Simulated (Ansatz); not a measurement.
# SnO2 (Pnnm), a sublattice moved along a line

Level of theory: Ansatz, DFT LDA, scalar-relativistic, plane waves, PAW. The runs took a 420 eV cutoff, a Γ-centred 6×6×8 mesh and Gaussian smearing (0.05 eV). No spin polarisation. Energies are free energies at this smearing, counted from the undisturbed cell; pressure is positive in compression.

Zero of the scan (relaxed at this level):

```
Sn O
1.0
     4.72127    0.00000    0.00000
     0.00000    4.72425    0.00000
     0.00000    0.00000    3.19002
Sn O
2 4
Direct
  0.50000 0.50000 0.50000
  0.00000 0.00000 0.00000
  0.30557 0.30657 0.00000
  0.80557 0.19343 0.50000
  0.19443 0.80657 0.50000
  0.69443 0.69343 0.00000
```

Every Sn atom is moved by x along the Cartesian unit vector (0.706, -0.708, 0.000); the cell and all other atoms stay fixed.

```csv
x (Å),ΔE (meV/cell),force along x on the moved atoms (eV/Å),gap on the mesh (eV)
-0.5000,5700.1,31.69,1.53
-0.2500,1043.7,9.28,1.25
0.0000,0.0,0.00,1.16
0.0625,58.6,-1.89,1.17
0.1250,239.6,-3.95,1.18
0.1875,558.9,-6.34,1.21
0.3125,1734.6,-12.98,1.30
0.3750,2687.4,-17.71,1.36
0.4375,3976.6,-23.80,1.44
```

By symmetry 0.5000 repeats -0.5000, -0.3750 repeats 0.3750, 0.2500 repeats -0.2500, -0.1250 repeats 0.1250 in energy, with the opposite slope along the path.